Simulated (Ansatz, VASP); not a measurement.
## Al: VASP beside Ansatz

Contents of INCAR:

```
SYSTEM = Al
PREC = Accurate
ENCUT = 600
EDIFF = 1E-6
ISMEAR = 0
SIGMA = 0.1
LREAL = .FALSE.
LASPH = .TRUE.
NELM = 80
ALGO = Fast
ISIF = 3
LWAVE = .FALSE.
LCHARG = .FALSE.
GGA = PE
IBRION = 2
NSW = 100
EDIFFG = -0.005
```

KPOINTS

```
Automatic mesh
0
G
  18 18 6
  0 0 0
```

Contents of POSCAR:

```
Al
1.0
    2.8270770242      0.0000000000      0.0000000000
   -1.4135385121      2.4483205214      0.0000000000
    0.0000000000      0.0000000000      9.1859930700
Al
4
Direct
    0.0000000000      0.0000000000      0.0000000000
    0.3333333300      0.6666666700      0.2500000000
    0.0000000000      0.0000000000      0.5000000000
    0.6666666700      0.3333333300      0.7500000000
```

Input for Ansatz:

```yaml
crystal:
  lattice:
    - [2.8270770242, 0.0, 0.0]
    - [-1.4135385121, 2.4483205214, 0.0]
    - [0.0, 0.0, 9.18599307]
  atoms:
    - { symbol: Al, position: [0.0, 0.0, 0.0] }
    - { symbol: Al, position: [0.33333333, 0.66666667, 0.25] }
    - { symbol: Al, position: [0.0, 0.0, 0.5] }
    - { symbol: Al, position: [0.66666667, 0.33333333, 0.75] }
basis:
  ecutwfc: 420
kpoints:
  mp_grid: { grid: [18, 18, 6] }
hamiltonian:
  xc: pbe
scf:
  occupations: { method: gaussian, width: 0.1 }
output:
  forces: true
  stress: true
  eigenvalues: true
relax:
  adjacent_minimum: "off"
  f_tol: 0.005
  max_steps: 80
  cell: { stress_tol: 0.05 }
```

This isn't the form of Al at room conditions, which is fcc.

Alike in both runs: task relaxation of cell and atoms; functional PBE; k mesh 18 × 18 × 6; occupations gaussian, width 0.1 eV; no spin polarisation.

```csv
,VASP,Ansatz
version,VASP 6.6.1,Ansatz 0.2.0
potentials or method,"VASP PAW PBE potentials, release 64 (Al)","scalar-relativistic, plane waves, PAW"
plane-wave cutoff (eV),600,420
valence electrons in the cell,12,12
```

|  | VASP | Ansatz | Ansatz less VASP |
| --- | --- | --- | --- |
| gap on the k mesh at the Fermi level, each at its own relaxed structure (eV) | none | none | - |
| relaxed volume (Å³/atom) | 16.54 | 16.55 | +0.013 |
| relaxed cell length with the largest relative difference (Å) | 9.380 | 9.383 | +0.0033 |
| energy change over the relaxation (meV/atom) | -7 | -7 | -0.2 |

A gap of «none» marks a metal or a gap that the smearing closes.
